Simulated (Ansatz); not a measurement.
# HgTe (Coloradoite) (F-43m) in Ansatz: settings compared

Aim: see how the results for HgTe (Coloradoite) move with the level of theory and the settings. Levels: revPBE, PBEsol. Tasks: relaxation of cell and atoms.

Program: Ansatz 0.2.0. These are calculated values, not measurements. Logs are shortened: lines on timing, memory, paths and dates and some standing lists are left out, and cuts for length are marked.

### Step 1. The structure

Symmetry: F-43m, No. 216, cubic system. Conventional cell: a = 6.429 Å, b = 6.429 Å, c = 6.429 Å, α = 90.00°, β = 90.00°, γ = 90.00°. Around Hg (site symmetry -43m) lie 4 Te at 2.78 Å. Te (site symmetry -43m) is surrounded by 4 Hg at 2.78 Å.

### Step 2. Relaxation of cell and atoms, revPBE

The input, input.yaml:

```yaml
crystal:
  lattice:
    - [0.0, 3.2145, 3.2145]
    - [3.2145, 0.0, 3.2145]
    - [3.2145, 3.2145, 0.0]
  atoms:
    - { symbol: Hg, position: [0.0, 0.0, 0.0] }
    - { symbol: Te, position: [0.75, 0.75, 0.75] }
kpoints:
  mp_grid: { grid: [7, 7, 7] }
scf:
  occupations: { method: fermi_dirac, width: 0.05 }
hamiltonian:
  xc: revpbe
  pseudopotentials: { kind: all_electron, lapw: { basis_error: 0.001 } }
output:
  forces: true
  stress: true
relax:
  f_tol: 0.01
  max_steps: 60
  cell: {}
```

Potentials or basis: all-electron LAPW, scalar-relativistic.

On the command line:

```sh
$ ansatz run input.yaml --threads 1 --pin off --max-ram 3072MiB --backend cpu --events-out ev --progress --plain --runs-dir out
```

Standard output:

```text
Warning: RAYON_NUM_THREADS=1 ignored (pool sized by the plan → 1); use --threads N
The last accepted step is kept in <dir> (removed where the run ends without a failure and the disk answers)
LAPW: plane waves up to 8.606 Å⁻¹, error target 1.0e-3 eV per atom; small_component_spin mean_spin; Te in spheres of 1.334 Å, 24 of its electrons in bands, Dirac shells []; Hg in spheres of 1.366 Å, 44 of its electrons in bands, Dirac shells [] (how accurate: hamiltonian.pseudopotentials.lapw.basis_error, Limitations)
Engine: ansatz 0.2.0, aarch64-unknown-linux-gnu
Pseudopotentials: kind: all_electron
Pseudopotential: Hg, LAPW, valence charge 44, lapw/all_electron/scalar/gaussian/Hg, Koelling and Harmon's equation, gaussian nucleus
Pseudopotential: Te, LAPW, valence charge 24, lapw/all_electron/scalar/gaussian/Te, Koelling and Harmon's equation, gaussian nucleus
Functional definition: revPBE
  parameter kappa = 1.245
  parameter beta = 0.06672455060314922
  exchange = pbe_x(kappa = kappa, mu = beta*pi^2/3)
  correlation = pbe_c(beta = beta)
Crystal: 2 atoms, lattice volume = 66.431 Å³
Basis set: ecut = 282.19539997253383 eV, 725 PW (Γ), exchange–correlation at level 2
Bands: 41, of which v1, the nominal top of the filled ones, is band 34 counted from 1 (33 counted from 0)
Symmetry: 24 space group operations
Space group: F-43m (ITA 216), of the structure as read, at distance tolerance 4.1e-5 Å
k-points: 20 of 343 (time reversal used)
Non-local potential: Hg, projectors of the file, none
Non-local potential: Te, projectors of the file, none
Initial density: superposition of atomic densities (chi_scale 0.1, normalization cell, long waves kept (reshape's long-wave potential 0.00 eV rms))
Initial wavefunctions: plane waves of lowest kinetic energy (no species holds an atomic orbital)
Functional: x = revpbe(κ = 1.245, μ = 0.2195149727645171), c = pbe(β = 0.06672455060314922)
iter 1 solved again at ethr=7.03e-4 eV; its pass at ethr=1.00e-1 eV (dr2=4.78e-1 eV) is discarded
SCF iter   1: F=—  HF=-718731.381615 eV  |F-HF|=—  |Δ(HF+E_count)|=         —  Δρ=1.98e-2  dr2=4.79e-1  ethr=7.03e-4  ⟨swp⟩=2.0  Hψ=5101  notcnv=0
preconditioner: auto → none  [insulator: Δε(μ)=0.886 eV  Ē_g=12.392 eV  σ=0.050 eV  W_gap=0.70  n_scr=14 (ndim 8)  ℏωp=19.3 eV  f_vac=0.323  D(μ)=0.08/eV (n_scr^D=0)  ε∞_Penn≈3.4]
iter 2 solved again at ethr=4.40e-5 eV; its pass at ethr=7.03e-4 eV (dr2=2.99e-2 eV) is discarded
SCF iter   2: F=—  HF=-718731.202572 eV  |F-HF|=—  |Δ(HF+E_count)|=   1.79e-1  Δρ=6.25e-3  dr2=3.00e-2  ethr=4.40e-5  ⟨swp⟩=2.0  Hψ=4220  notcnv=0
SCF iter   3: F=—  HF=-718731.169636 eV  |F-HF|=—  |Δ(HF+E_count)|=   3.29e-2  Δρ=3.90e-3  dr2=8.23e-3  ethr=4.40e-5  ⟨swp⟩=2.4  Hψ=2501  notcnv=0
SCF iter   4: F=—  HF=-718731.171157 eV  |F-HF|=—  |Δ(HF+E_count)|=         —  Δρ=1.03e-3  dr2=5.62e-4  ethr=1.21e-5  ⟨swp⟩=2.2  Hψ=2403  notcnv=0
the basis was enlarged: its passes take 46.0 KiB over the memory plan, 1 of 1 planned eigensolver slots
SCF iter   5: F=—  HF=-718731.171401 eV  |F-HF|=—  |Δ(HF+E_count)|=   2.44e-4  Δρ=1.60e-4  dr2=1.23e-5  ethr=8.26e-7  ⟨swp⟩=3.0  Hψ=2408  notcnv=0
SCF iter   6: F=—  HF=-718731.171430 eV  |F-HF|=—  |Δ(HF+E_count)|=   2.91e-5  Δρ=3.72e-5  dr2=1.08e-6  ethr=1.81e-8  ⟨swp⟩=3.0  Hψ=2464  notcnv=0
[... 22 lines left out ...]
SCF iter   1: F=—  HF=-718731.324916 eV  |F-HF|=—  |Δ(HF+E_count)|=         —  Δρ=1.75e-5  dr2=3.39e-7  ethr=6.19e-10  ⟨swp⟩=5.5  Hψ=4608  notcnv=0
preconditioner: auto → Resta (q_TF=auto, 2.677 Å⁻¹)  ε∞=3.2  [insulator: Δε(μ)=0.632 eV  Ē_g=12.157 eV  σ=0.050 eV  W_gap=0.74  n_scr=26 (ndim 8)  ℏωp=18.0 eV  f_vac=0.357  D(μ)=0.09/eV (n_scr^D=0)  ε∞_Penn≈3.2]
SCF iter   2: F=—  HF=-718731.324916 eV  |F-HF|=—  |Δ(HF+E_count)|=   3.89e-8  Δρ=1.22e-5  dr2=2.19e-7  ethr=4.98e-10  ⟨swp⟩=2.6  Hψ=2393  notcnv=0
SCF iter   3: F=-718731.324916 eV  HF=-718731.324916 eV  |F-HF|=3.93e-8  |Δ(HF+E_count)|=   1.03e-7  Δρ=6.24e-6  dr2=4.73e-8  ethr=3.22e-10  ⟨swp⟩=2.9  Hψ=2407  notcnv=0
SCF 3 converged in 3 iterations: F = -718731.324916 eV  dr2 = 4.73e-8
relax step   3: F+E_penalty+E_count = -718731.32491612 eV  Δ(F+E_penalty+E_count) = -2.495e-4 eV  max|allowed force component| = 4.048e-17 eV/Å  Δτ_max = 0.0000 Å  P = -0.046 GPa  Ω = 76.276 Å³  (3 SCF iters, accepted)
iter 1 solved again at ethr=6.89e-11 eV; its pass at ethr=1.00e-1 eV (dr2=4.69e-8 eV) is discarded
SCF iter   1: F=—  HF=-718731.324915 eV  |F-HF|=—  |Δ(HF+E_count)|=         —  Δρ=6.22e-6  dr2=4.69e-8  ethr=6.89e-11  ⟨swp⟩=3.9  Hψ=3984  notcnv=0
SCF iter   2: F=-718731.324915 eV  HF=-718731.324915 eV  |F-HF|=2.61e-8  |Δ(HF+E_count)|=   9.77e-8  Δρ=4.38e-6  dr2=3.12e-8  ethr=6.89e-11  ⟨swp⟩=3.0  Hψ=2409  notcnv=0
SCF 4 converged in 2 iterations: F = -718731.324915 eV  dr2 = 3.12e-8
relax step   4: F+E_penalty+E_count = -718731.32491533 eV  Δ(F+E_penalty+E_count) = +7.838e-7 eV  max|allowed force component| = 4.279e-17 eV/Å  Δτ_max = 0.0000 Å  P = -0.046 GPa  Ω = 76.276 Å³  stress off target by 4.61e-2 GPa  SCF on the basis re-selected at this cell (its energy is not comparable with the rows above)  (2 SCF iters)
basis re-selected at this cell: Δ(F+E_penalty+E_count) = +7.838e-7 eV, ΔP = +0.000 GPa vs the last step (what re-selecting the basis moved, after the strain that the cell walked since its last selection, with what the two solves' SCF thresholds leave and, on support functions, any second-order correction that the steps lacked; it is no measure of the basis error at this ecutwfc). This SCF's stress stands 4.61e-2 GPa from its target on what of the cell is left free (relax.cell.stress_tol is 5.00e-2 GPa) and its largest allowed force component is 4.28e-17 eV/Å (relax.f_tol is 1.00e-2 eV/Å): within both
SCF converged after 2 iterations
Free energy (F): -718731.324915 eV
Harris-Foulkes:  -718731.324915 eV  (|F-HF|=2.61e-8)
Internal energy: -718731.324046 eV  (E = F + TS)
E sigma→0 (E₀):  -718731.324481 eV
Entropy (-TS):   -0.000869 eV (-0.435 meV/atom)
Fermi energy:    8.894965 eV
--- Per-component energies (eV) ---
  E_band       = -6181.257941
  E_kinetic    = 806011.707930
  E_xc         = -14943.309365
  E_electrostatic = -1509799.722611  (all electrons and nuclei)
  E_smearing   = -0.000869  (= −TS)
  E_closure    = 0.000000  (closes the sum)
  E_atoms      = -718728.290663  (free atoms, spherical and without spin; not in F)
  Σ components = -718731.324915   (vs F -718731.324915, Δ=0.00e0)
  Basis errors (estimates in eV, not in F): energy 3.7e-4 per atom: plane waves 3.5e-4 (2.0e-4 summed), levels above the bands 2.0e-76, relativity 2.8e-8, radial functions 2.5e-5, core shells 8.2e-9; eigenvalues (radial functions only) 2.9e-7; not estimated: angular momenta, meshes, grids; target (lapw.basis_error) 1.0e-3; muffin-tin radii Te 1.397 Å, Hg 1.430 Å
--- Forces (eV/Å), atoms counted from 1 ---
  atom   1  Hg     0.00000000    -0.00000000     0.00000000
  atom   2  Te    -0.00000000     0.00000000    -0.00000000
  max |Σ_I F_I| component: 2.08e-17 eV/Å
--- Stress (GPa, compression-positive) ---
       -0.046059      -0.000000      -0.000000
       -0.000000      -0.046059      -0.000000
       -0.000000      -0.000000      -0.046059
  P = ⅓ Tr σ = -0.0461 GPa (-0.461 kbar)
--- Relaxed structure (3 steps of the walk, 3 accepted, 1 SCFs on fresh bases) ---
  F+E_penalty+E_count = -718731.32491533 eV   max|allowed force component| = 4.279e-17 eV/Å   (the final SCF, on the basis selected at the relaxed cell)
  cell:  # Å, volume = 76.2760 Å³
    - [-3.668667863684824e-33, 3.3660401332335472, 3.3660401332335472]
    - [3.3660401332335472, -2.2419636944740594e-33, 3.3660401332335472]
    - [3.3660401332335472, 3.3660401332335472, 6.114446439474708e-34]
  atoms:
    - { symbol: Hg, position: [-1.4354354202606167e-33, 1.7549758268577624e-33, 1.3605431374644107e-33] }
    - { symbol: Te, position: [0.7499999999999999, 0.7499999999999999, 0.7499999999999999] }
```

Run time: 43 s. Hardware: 1 thread of Arm Neoverse V2, shared host; peak memory 0.32 GiB.

What came out:

```
Free energy                            : -718731.3249 eV
Relaxed volume                         : 38.14 Å³/atom
Relaxed cell                           : a = 4.760 Å, b = 4.760 Å, c = 4.760 Å, α = 60.00°, β = 60.00°, γ = 60.00°
Space group after relaxing (to 0.05 Å) : F-43m (No. 216)
Energy gained by relaxing              : 76.7 meV/atom
Ionic steps                            : 4
Pressure after relaxing                : 0.0 GPa
```

The path:
| step | energy change (eV) | largest force (eV/Å) | volume (Å³) |
| --- | --- | --- | --- |
| 1 | 0.0000 | 0.0000 | 66.43 |
| 2 | -0.1532 | 0.0000 | 76.63 |
| 3 | -0.1535 | 0.0000 | 76.28 |
| 4 | -0.1535 | 0.0000 | 76.28 |

Final structure:
```cif
data_structure
_symmetry_space_group_name_H-M 'P 1'
_symmetry_Int_Tables_number 1
_cell_length_a 4.7603
_cell_length_b 4.7603
_cell_length_c 4.7603
_cell_angle_alpha 60.000
_cell_angle_beta 60.000
_cell_angle_gamma 60.000
_cell_volume 76.28
loop_
_atom_site_label
_atom_site_type_symbol
_atom_site_fract_x
_atom_site_fract_y
_atom_site_fract_z
_atom_site_occupancy
Hg1 Hg 0.00000 0.00000 0.00000 1
Te1 Te 0.75000 0.75000 0.75000 1
```

Caveat: the volume moved by +15 % from the deposited cell, more than functionals usually miss.

### Step 3. Relaxation of cell and atoms, PBEsol

Changes to input.yaml since step 2:

```diff
@@ -13,3 +13,3 @@
 hamiltonian:
-  xc: revpbe
+  xc: pbesol
   pseudopotentials: { kind: all_electron, lapw: { basis_error: 0.001 } }
```

Potentials or basis: all-electron LAPW, scalar-relativistic.

On the command line:

```sh
$ ansatz run input.yaml --threads 1 --pin off --max-ram 3072MiB --backend cpu --events-out ev --progress --plain --runs-dir out
```

Standard output:

```text
Warning: RAYON_NUM_THREADS=1 ignored (pool sized by the plan → 1); use --threads N
[... 1 set-up line as earlier in the session ...]
LAPW: plane waves up to 8.608 Å⁻¹, error target 1.0e-3 eV per atom; small_component_spin mean_spin; Te in spheres of 1.335 Å, 24 of its electrons in bands, Dirac shells []; Hg in spheres of 1.366 Å, 44 of its electrons in bands, Dirac shells [] (how accurate: hamiltonian.pseudopotentials.lapw.basis_error, Limitations)
[... 4 set-up lines as earlier in the session ...]
Functional definition: PBEsol
  exchange = pbesol_x
  correlation = pbesol_c
Crystal: 2 atoms, lattice volume = 66.431 Å³
Basis set: ecut = 282.325340999624 eV, 725 PW (Γ), exchange–correlation at level 2
Bands: 41, of which v1, the nominal top of the filled ones, is band 34 counted from 1 (33 counted from 0)
[... 2 set-up lines as earlier in the session ...]
k-points: 20 of 343 (time reversal used)
[... 4 set-up lines as earlier in the session ...]
Functional: x = pbesol(κ = 0.804, μ = 0.12345679012345678), c = pbesol(β = 0.046)
[... 54 lines left out ...]
SCF converged after 2 iterations
Free energy (F): -718490.661193 eV
Harris-Foulkes:  -718490.661193 eV  (|F-HF|=6.05e-9)
Internal energy: -718490.660467 eV  (E = F + TS)
E sigma→0 (E₀):  -718490.660830 eV
Entropy (-TS):   -0.000726 eV (-0.363 meV/atom)
Fermi energy:    10.341401 eV
--- Per-component energies (eV) ---
  E_band       = -6103.519957
  E_kinetic    = 805662.215399
  E_xc         = -14700.513095
  E_electrostatic = -1509452.362771  (all electrons and nuclei)
  E_smearing   = -0.000726  (= −TS)
  E_closure    = 0.000000  (closes the sum)
  E_atoms      = -718486.292521  (free atoms, spherical and without spin; not in F)
  Σ components = -718490.661193   (vs F -718490.661193, Δ=0.00e0)
  Basis errors (estimates in eV, not in F): energy 4.1e-4 per atom: plane waves 3.8e-4 (2.2e-4 summed), levels above the bands 1.8e-75, relativity 2.4e-8, radial functions 2.7e-5, core shells 2.6e-8; eigenvalues (radial functions only) 3.3e-7; not estimated: angular momenta, meshes, grids; target (lapw.basis_error) 1.0e-3; muffin-tin radii Te 1.352 Å, Hg 1.383 Å
--- Forces (eV/Å), atoms counted from 1 ---
  atom   1  Hg     0.00000000    -0.00000000     0.00000000
  atom   2  Te    -0.00000000     0.00000000    -0.00000000
  max |Σ_I F_I| component: 1.85e-17 eV/Å
--- Stress (GPa, compression-positive) ---
        0.003858      -0.000000      -0.000000
       -0.000000       0.003858       0.000000
       -0.000000       0.000000       0.003858
  P = ⅓ Tr σ = 0.0039 GPa (0.039 kbar)
--- Relaxed structure (4 steps of the walk, 4 accepted, 1 SCFs on fresh bases) ---
  F+E_penalty+E_count = -718490.66119263 eV   max|allowed force component| = 4.048e-17 eV/Å   (the final SCF, on the basis selected at the relaxed cell)
  cell:  # Å, volume = 69.0120 Å³
    - [-2.445778575789883e-33, 3.2556039257785163, 3.2556039257785163]
    - [3.2556039257785163, -5.248233193882457e-33, 3.2556039257785163]
    - [3.2556039257785163, 3.2556039257785163, 4.585834829606028e-34]
  atoms:
    - { symbol: Hg, position: [-1.3168559724999571e-33, 1.2469565085568315e-33, 1.1895390917464068e-33] }
    - { symbol: Te, position: [0.75, 0.75, 0.75] }
```

Wall time 49 s (1 thread of Arm Neoverse V2, shared host); peak memory 0.32 GiB.

Results:

* Free energy: -718490.6612 eV
* Relaxed volume: 34.51 Å³/atom
* Relaxed cell: a = 4.604 Å, b = 4.604 Å, c = 4.604 Å, α = 60.00°, β = 60.00°, γ = 60.00°
* Space group after relaxing (to 0.05 Å): F-43m (No. 216)
* Energy gained by relaxing: 6.9 meV/atom
* Ionic steps: 5
* Pressure after relaxing: 0.0 GPa

Step by step:
```tsv
step	energy change (eV)	largest force (eV/Å)	volume (Å³)
1	0.0000	0.0000	66.43
2	-0.0088	0.0000	70.67
3	-0.0137	0.0000	69.15
4	-0.0138	0.0000	69.01
5	-0.0138	0.0000	69.01
```

Final structure:
```
CELL_PARAMETERS angstrom
0.00000 3.25560 3.25560
3.25560 0.00000 3.25560
3.25560 3.25560 0.00000
ATOMIC_POSITIONS crystal
Hg 0.00000 0.00000 0.00000
Te 0.75000 0.75000 0.75000
```

The run has no spin-orbit coupling, so splittings on Hg, Te are missing. Zero-point motion and thermal expansion aren't in these numbers.
